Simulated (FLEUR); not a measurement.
# Au (Fm-3m) in FLEUR: single point with RPBE+U

Aim: the single point of Au with RPBE+U.

Everything below comes from runs of FLEUR MaX-R8.1 (later development tree). Logs are shortened: lines on timing, memory, paths and dates and some standing lists are left out, and cuts for length are marked.

**1. Starting point**

The structure is cubic, space group Fm-3m (No. 225). Conventional cell: a = 4.070 Å, b = 4.070 Å, c = 4.070 Å, α = 90.00°, β = 90.00°, γ = 90.00°. Au (site symmetry m-3m) has 12 Au at 2.88 Å as nearest neighbours.

**2. Single point, RPBE+U**

File inp.xml:

```xml
<?xml version="1.0" encoding="UTF-8" standalone="no"?>
<fleurInput fleurInputVersion="0.39">
   <comment>
      Au                                                                                                  
   </comment>
   <calculationSetup>
      <cutoffs Kmax="4.0" Gmax="20.0" GmaxXC="20.0" numbands="0"/>
      <scfLoop itmax="100" minDistance="0.0002" maxIterBroyd="50" imix="Anderson" alpha="0.05" precondParam="0.0" spinf="2.0" sdNocoIR="T"/>
      <coreElectrons ctail="T" frcor="F" kcrel="0" coretail_lmax="0"/>
      <xcFunctional name="Rpbe" relativisticCorrections="F"/>
      <magnetism jspins="1"/>
      <soc l_soc="F" theta="0.0" phi="0.0" spav="F"/>
      <expertModes spex="0" secvar="F"/>
      <geometryOptimization l_f="F" forcealpha="1.0" forcemix="BFGS" epsdisp="0.00001" epsforce="0.00001"/>
      <ldaU l_linMix="F" mixParam="0.05" spinf="1.0"/>
   </calculationSetup>
   <cell>
      <bzIntegration valenceElectrons="19.0" mode="hist" fermiSmearingEnergy="0.00734986">
         <kPointListSelection listName="default-1"/>
         <!-- k-points included here -->
         <xi:include xmlns:xi="http://www.w3.org/2001/XInclude" href="kpts.xml"> </xi:include>
      </bzIntegration>
      <!-- symmetry operations included here -->
      <xi:include xmlns:xi="http://www.w3.org/2001/XInclude" href="sym.xml"> </xi:include>
      <bulkLattice scale="1.0">
         <bravaisMatrix>
            <row-1>    0.0000000000000000     3.8455926635609998     3.8455926635609998</row-1>
            <row-2>    3.8455926635609998     0.0000000000000000     3.8455926635609998</row-2>
            <row-3>    3.8455926635609998     3.8455926635609998     0.0000000000000000</row-3>
         </bravaisMatrix>
      </bulkLattice>
   </cell>
   <atomSpecies>
      <species name="Gold (Au)" element="Au" atomicNumber="79">
         <mtSphere radius="2.52" gridPoints="833" logIncrement="0.016"/>
         <atomicCutoffs lmax="7" lnonsphr="5"/>
         <electronConfig flipSpins="F">
            <coreConfig>(1s1/2) (2s1/2) (2p1/2) (2p3/2) (3s1/2) (3p1/2) (3p3/2) (4s1/2) (3d3/2) (3d5/2) (4p1/2) (4p3/2) (4d3/2) (4d5/2) (4f5/2) (4f7/2)</coreConfig>
            <valenceConfig>(5s1/2) (5p1/2) (5p3/2) (6s1/2) (5d3/2) (5d5/2)</valenceConfig>
            <stateOccupation state="(6s1/2)" spinUp="0.500000" spinDown="0.500000"/>
         </electronConfig>
         <energyParameters s="6" p="6" d="5" f="5"/>
         <ldaU l="2" U="3.5" J="0.5" l_amf="F"/>
         <lo type="SCLO" l="0" n="5" eDeriv="0"/>
         <lo type="SCLO" l="1" n="5" eDeriv="0"/>
         <lo type="SCLO" l="1" n="5" eDeriv="1"/>
         <lo type="SCLO" l="3" n="5" eDeriv="2"/>
      </species>
   </atomSpecies>
   <atomGroups>
      <atomGroup species="Gold (Au)">
         <relPos label="                   1">.0000000000 .0000000000 .0000000000</relPos>
         <force calculate="T" relaxXYZ="TTT"/>
      </atomGroup>
   </atomGroups>
   <output dos="F" band="F" slice="F">
      <checks vchk="F" cdinf="F"/>
      <bandDOS minEnergy="-.5*Htr" maxEnergy="0.5*Htr" sigma="0.015" storeEVData="T"/>
      <vacuumDOS vacdos="F" integ="F" star="F" nstars="0" locx1="0.0" locy1="0.0" locx2="0.0" locy2="0.0" nstm="0" tworkf="0.0"/>
      <unfoldingBand unfoldBand="F" supercellX="1" supercellY="1" supercellZ="1"/>
      <plotting iplot="0" polar="F">
         <plot TwoD="T" vec1="  1.0  0.0  0.0" vec2="  0.0  1.0  0.0" vec3="  0.0  0.0  1.0" zero="  0.0  0.0  0.0" file="plot"/>
      </plotting>
      <chargeDensitySlicing numkpt="0" minEigenval="0.0" maxEigenval="0.0" nnne="0" pallst="F"/>
      <specialOutput eonly="F"/>
      <moessbauerParams electricFieldGradient="T" isomerShift="T" coreHyperfine="T" valenceHyperfine="T"/>
      <magneticCircularDichroism mcd="F" energyLo="-10.0" energyUp="0.0"/>
   </output>
  <!-- We include the file relax.xml here to enable relaxations (see documentation) -->
  <xi:include xmlns:xi="http://www.w3.org/2001/XInclude" href="relax.xml"> <xi:fallback/> </xi:include>
</fleurInput>
```

File crystal.txt:

```
Au
&input cartesian=F /
0.0000000000  2.0350000000  2.0350000000
2.0350000000  0.0000000000  2.0350000000
2.0350000000  2.0350000000  0.0000000000
1.8897261246
1.0 1.0 1.0

1
79 0.0000000000  0.0000000000  0.0000000000

&kpt div1=11 div2=11 div3=11 gamma=T /
```

Potentials or basis: all-electron, FLAPW.

Run with:

```sh
$ inpgen -f crystal.txt -profile fast
$ # inp.xml edited to the form shown
$ fleur_MPI
```

The log of the run:

```text
Welcome to FLEUR        (www.flapw.de)
      MaX-Release 8.1          (www.max-centre.eu)

 ========== k-point set info ==========
 Selected k-point list: default-1
 k-point list type: mesh
 11 x 11 x 11
 Number of k points: 56

 ------------Calculation Setup---------------------------
 Number of MPI-tasks      :            1
 Number of PE/node        :            1
 Number of OMP-threads    :            1
 Most efficient MPI parallelization for:
           1           2           4           7           8          14          28          56
 Additional eigenvalue parallelization possible
 Number of basis functions:          157
 Approximate size of matrices (H+S) per k-point:         0.000 GB
 --------------------------------------------------------
 no density matrix found ... skipping LDA+U
 Reset of history
 Iteration:     1   Distance:      16.62210754 me/bohr^3
 Iteration:     2   Distance:      12.83512782 me/bohr^3
 Iteration:     3   Distance:      11.79333703 me/bohr^3
 Iteration:     4   Distance:       5.32062207 me/bohr^3
 Iteration:     5   Distance:       1.48359488 me/bohr^3
 Iteration:     6   Distance:       1.48142602 me/bohr^3
 Iteration:     7   Distance:       0.12706401 me/bohr^3
 Iteration:     8   Distance:       0.05490250 me/bohr^3
 Iteration:     9   Distance:       0.01737407 me/bohr^3
 Iteration:    10   Distance:       0.00178301 me/bohr^3
 Iteration:    11   Distance:       0.00165623 me/bohr^3
 Iteration:    12   Distance:       0.00017893 me/bohr^3

 ********************************************************************
 Run finished successfully
 Stop message:
   all done
 ********************************************************************
```

out.xml (last iteration):

```text
<iteration numberForCurrentRun="   12" overallNumber="   12">
         <energyParameters units="Htr">
            <atomicEP atomType="1" spin="1" branch="6s" branchLowest="-3.35" branchHighest="1.54" value="0.3341792927"/>
            <atomicEP atomType="1" spin="1" branch="6p" branchLowest="-1.56" branchHighest="2.46" value="0.5123518539"/>
            <atomicEP atomType="1" spin="1" branch="5d" branchLowest="-11.33" branchHighest="0.56" value="0.3716298809"/>
            <atomicEP atomType="1" spin="1" branch="5f" branchLowest="-2.36" branchHighest="2.61" value="0.8088247302"/>
            <loAtomicEP atomType="1" spin="1" branch="5s" branchLowest="-26.17" branchHighest="-3.35" value="-3.3580630625"/>
            <loAtomicEP atomType="1" spin="1" branch="5p" branchLowest="-19.41" branchHighest="-1.56" value="-1.6209098148"/>
            <loAtomicEP atomType="1" spin="1" branch="5p" branchLowest="-19.41" branchHighest="-1.56" value="-1.6209098148"/>
            <loAtomicEP atomType="1" spin="1" branch="5f" branchLowest="-2.36" branchHighest="2.61" value="0.8088160649"/>
         </energyParameters>
         <eigenvalues>
            <eigenvaluesAt spin="1" ikpt="1" k_x="0.00000000" k_y="0.00000000" k_z="0.00000000">
                      -3.3585262735       -1.5720187286       -1.5720187286       -1.5720187286        0.1379161338
                       0.2977297326        0.2977297326        0.2977297326        0.3516733639        0.3516733639
                       1.0333133579        1.1846606049        1.1846606049        1.1846606049        1.3655887477
            </eigenvaluesAt>
            <eigenvaluesAt spin="1" ikpt="2" k_x="0.00000000" k_y="0.00000000" k_z="0.09090909">
                      -3.3584895511       -1.5727025421       -1.5721220388       -1.5721220388        0.1485218099
                       0.2947047625        0.3012879135        0.3012879135        0.3502713568        0.3502713568
                       1.0459437833        1.1265175705        1.1986141669        1.1986141669        1.4052018679
            </eigenvaluesAt>
            <eigenvaluesAt spin="1" ikpt="3" k_x="0.00000000" k_y="0.00000000" k_z="0.18181818">
                      -3.3583895011       -1.5745315029       -1.5723975686       -1.5723975686        0.1766618347
                       0.2911058309        0.3075308556        0.3075308556        0.3508401548        0.3508401548
                       1.0122504626        1.0773871185        1.2345077895        1.2345077895        1.3227271194
            </eigenvaluesAt>
            <eigenvaluesAt spin="1" ikpt="4" k_x="0.00000000" k_y="0.00000000" k_z="0.27272727">
                      -3.3582569940       -1.5769264570       -1.5727607313       -1.5727607313        0.2047516470
                       0.3065714513        0.3065714513        0.3079396829        0.3630515736        0.3630515736
                       0.8845271639        1.0693532174        1.2454018696        1.2454018696        1.3139509037
            </eigenvaluesAt>
         </eigenvalues>
[... 39 lines left out ...]
               <shell n="4" l="0" isomerShift="16758.62251"/>
               <shell n="3" l="2" isomerShift="0.00218"/>
               <shell n="4" l="1" isomerShift="1330.74298"/>
               <shell n="4" l="2" isomerShift="0.00058"/>
               <shell n="4" l="3" isomerShift="0.00000"/>
            </coreIsomerShift>
            <isomerShift atomType="1" nucleusRadius="0.0001374" averageDensity="2321370.47340"/>
            <electricFieldGradient atomType="1" VXX="0.00000" VYY="0.00000" VZZ="0.00000" asymParam="0.00000">
            </electricFieldGradient>
         </moessbauerParams>
         <totalEnergy                                    value="   -19048.3848572491" units="Htr">
            <sumOfEigenvalues                            value="   -11698.5257473496">
               <coreElectrons value="-11685.8578056951"/>
               <valenceElectrons value="-12.6679416545"/>
            </sumOfEigenvalues>
            <densityCoulombPotentialIntegral value="-33113.7608437844"/>
            <densityEffectivePotentialIntegral value="-33590.0569954652"/>
            <chargeDenXCDenIntegral value="-366.1385214517"/>
            <FockExchangeEnergyValence value="0.0000000000"/>
            <FockExchangeEnergyCore value="0.0000000000"/>
            <atomTypeDependentContributions atomType="1">
               <electronNucleiInteractionDifferentMTs value="23976.6886627178"/>
               <MadelungTerm value="-40.6320260430"/>
            </atomTypeDependentContributions>
            <dftUCorrection value="-0.4235267399"/>
            <tkbTimesEntropy value="0.0010642962"/>
            <freeEnergy value="-19048.3859215452"/>
            <extrapolationTo0K value="-19048.3853893972"/>
         </totalEnergy>
         <ldaUDensityMatrix>
            <densityMatrixFor spin="1" atomType="1" uIndex="1" l="2" U="3.50000000" J="0.50000000">
               (+1.75649,+0.00000) (+0.00000,+0.00000) (+0.00000,+0.00000) (+0.00000,+0.00000) (+0.01751,+0.00000)
               (+0.00000,+0.00000) (+1.73898,+0.00000) (+0.00000,+0.00000) (+0.00000,+0.00000) (+0.00000,+0.00000)
               (+0.00000,+0.00000) (+0.00000,+0.00000) (+1.77400,+0.00000) (+0.00000,+0.00000) (+0.00000,+0.00000)
               (+0.00000,+0.00000) (+0.00000,+0.00000) (+0.00000,+0.00000) (+1.73898,+0.00000) (+0.00000,+0.00000)
               (+0.01751,+0.00000) (+0.00000,+0.00000) (+0.00000,+0.00000) (+0.00000,+0.00000) (+1.75649,+0.00000)
            </densityMatrixFor>
         </ldaUDensityMatrix>
         <ldaUDensityMatrixConvergence>
            <distance spin="1" distance="0.000012"/>
         </ldaUDensityMatrixConvergence>
         <densityConvergence units="me/bohr^3">
            <chargeDensity spin="1" distance="0.0001789290"/>
         </densityConvergence>
      </iteration>
```

Wall time 9.3 s (1 thread of Arm Neoverse V1, shared host); peak memory 0.05 GiB.

Results:

* Free energy: -518332.9867 eV
* Band gap on the k mesh: none (metal or under the smearing width)
* Valence electrons inside the program's atomic spheres: Au 17.59 (radii Au 2.52 bohr)

Levels at points of the mesh, in eV from the Fermi level:
```
           k point  band 8  band 9  band 10  band 11  band 12  band 13
(0.00, 0.00, 0.00)   -5.32   -3.86    -3.86    14.69    18.81    18.81
```

Eigenvalues of the final occupation matrices:
```csv
site,spin,trace,eigenvalues
atom type 1,1,8.76,1.74 1.74 1.74 1.77 1.77
```

Core levels (eV from the Fermi level):
| atom | levels |
| --- | --- |
| 1 Au | 1s1/2 -80655.1, 2s1/2 -14216.3, 2p1/2 -13627.7, 2p3/2 -11792.3, 3s1/2 -3352.6, 3p1/2 -3089.0, 3p3/2 -2683.9, 4s1/2 -725.6, 3d3/2 -2248.2, 3d5/2 -2161.2, 4p1/2 -613.2, 4p3/2 -516.1, 4d3/2 -332.8, 4d5/2 -314.7, 4f5/2 -79.7, 4f7/2 -75.9 |

Caveat: U without spin polarisation on a metal has little footing; the U is typed as a test and isn't derived for this compound. The run has no spin-orbit coupling, so splittings on Au are missing.
